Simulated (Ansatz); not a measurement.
## (110) slab of zincblende HgSe, 19.5 Å thick as cut, bare faces

Ansatz, PAW, plane waves, no spin–orbit coupling unless named; atoms relaxed with PBEsol, the curve by HSE06. The curve holds the local part of the PAW potentials, so its shape inside matter depends on the files.

```yaml
crystal:
  lattice:
    - [3.06711, -3.06711, 0.00000]
    - [0.00000, 0.00000, 6.13423]
    - [-22.99440, -22.99440, 0.00000]
  atoms:
    - { symbol: Hg, position: [0.99836, 0.00843, 0.74092] }
    - { symbol: Hg, position: [0.99796, 0.00054, 0.46956] }
    - { symbol: Hg, position: [0.99739, 0.94579, 0.21870] }
    - { symbol: Hg, position: [0.99932, 0.00503, 0.60366] }
    - { symbol: Hg, position: [0.99810, 0.99781, 0.33816] }
    - { symbol: Hg, position: [0.49933, 0.49856, 0.66204] }
    - { symbol: Hg, position: [0.49828, 0.50432, 0.39659] }
    - { symbol: Hg, position: [0.49894, 0.44656, 0.78153] }
    - { symbol: Hg, position: [0.49837, 0.50079, 0.53070] }
    - { symbol: Hg, position: [0.49704, 0.50768, 0.25932] }
    - { symbol: Se, position: [0.99921, 0.25246, 0.66973] }
    - { symbol: Se, position: [0.99821, 0.25547, 0.40244] }
    - { symbol: Se, position: [0.99890, 0.25385, 0.80640] }
    - { symbol: Se, position: [0.99843, 0.25236, 0.53531] }
    - { symbol: Se, position: [0.99718, 0.26405, 0.27097] }
    - { symbol: Se, position: [0.49917, 0.75608, 0.59776] }
    - { symbol: Se, position: [0.49801, 0.75177, 0.33050] }
    - { symbol: Se, position: [0.49853, 0.76479, 0.72925] }
    - { symbol: Se, position: [0.49807, 0.75215, 0.46489] }
    - { symbol: Se, position: [0.49738, 0.75303, 0.19383] }
```

Planar mean of the electrostatic potential energy along the normal, from the vacuum level:

z (Å), v (eV) and a bar:
```
     0.00       0.00 ##############################
     0.29       0.00 ##############################
     0.72       0.00 ##############################
     1.01       0.00 ##############################
     1.30       0.00 ##############################
     1.73       0.00 ##############################
     2.02       0.00 ##############################
     2.31       0.00 ##############################
     2.75       0.00 ##############################
     3.04       0.00 ##############################
     3.32       0.00 ##############################
     3.76      -0.01 ##############################
     4.05      -0.03 ##############################
     4.34      -0.06 ##############################
     4.77      -0.23 #############################
     5.06      -0.54 ############################
     5.35      -1.32 ##########################
     5.78      -3.48 ###################
     6.07      -4.53 ################
     6.36      -6.22 ###########
     6.79      -8.69 ####
     7.08      -8.56 ####
     7.37      -7.76 ######
     7.80      -8.08 #####
     8.09      -9.15 ##
     8.38      -9.88 
     8.82      -8.93 ###
     9.11      -7.00 #########
     9.39      -4.85 ###############
     9.83      -3.40 ####################
    10.12      -5.01 ###############
    10.41      -7.34 ########
    10.84      -9.34 ##
    11.13      -9.27 ##
    11.42      -7.86 ######
    11.85      -4.35 #################
    12.14      -5.05 ###############
    12.43      -7.72 #######
    12.86      -9.48 #
    13.15      -9.15 ##
    13.44      -7.67 #######
    13.87      -4.13 #################
    14.16      -3.40 ####################
    14.45      -5.29 ##############
    14.89      -8.60 ####
    15.18      -9.43 #
    15.46      -9.18 ##
    15.90      -6.25 ###########
    16.19      -3.98 ##################
    16.48      -4.79 ###############
    16.91      -8.55 ####
    17.20      -9.43 #
    17.49      -9.18 ##
    17.92      -6.66 ##########
    18.21      -4.16 #################
    18.50      -3.41 ####################
    18.93      -6.47 ##########
    19.22      -8.52 ####
    19.51      -9.44 #
    19.94      -8.72 ####
    20.23      -6.46 ##########
    20.52      -4.28 #################
    20.96      -6.50 ##########
    21.25      -8.74 ###
    21.53      -9.44 #
    21.97      -8.33 #####
    22.26      -6.25 ###########
    22.55      -4.05 ##################
    22.98      -4.00 ##################
    23.27      -5.80 ############
    23.56      -8.03 ######
    23.99      -9.81 
    24.28      -9.68 #
    24.57      -8.58 ####
    25.00      -7.66 #######
    25.29      -8.08 #####
    25.58      -8.82 ###
    26.02      -7.32 ########
    26.30      -5.29 ##############
    26.59      -4.02 ##################
    27.03      -2.11 ########################
    27.32      -0.85 ###########################
    27.61      -0.36 #############################
    28.04      -0.10 ##############################
    28.33      -0.04 ##############################
    28.62      -0.02 ##############################
    29.05      -0.01 ##############################
    29.34       0.00 ##############################
    29.63       0.00 ##############################
    30.06       0.00 ##############################
    30.35       0.00 ##############################
    30.64       0.00 ##############################
    31.07       0.00 ##############################
    31.36       0.00 ##############################
    31.65       0.00 ##############################
    32.09       0.00 ##############################
    32.37       0.00 ##############################
```

Q: How far below the vacuum level do the top filled and the lowest empty level lie, by each functional?

A: PBEsol: no gap; HSE06: 5.64 and 5.16 eV (gap 0.48 eV, a 4×3×1 mesh). Either level can be a surface state and not a band edge of the crystal.
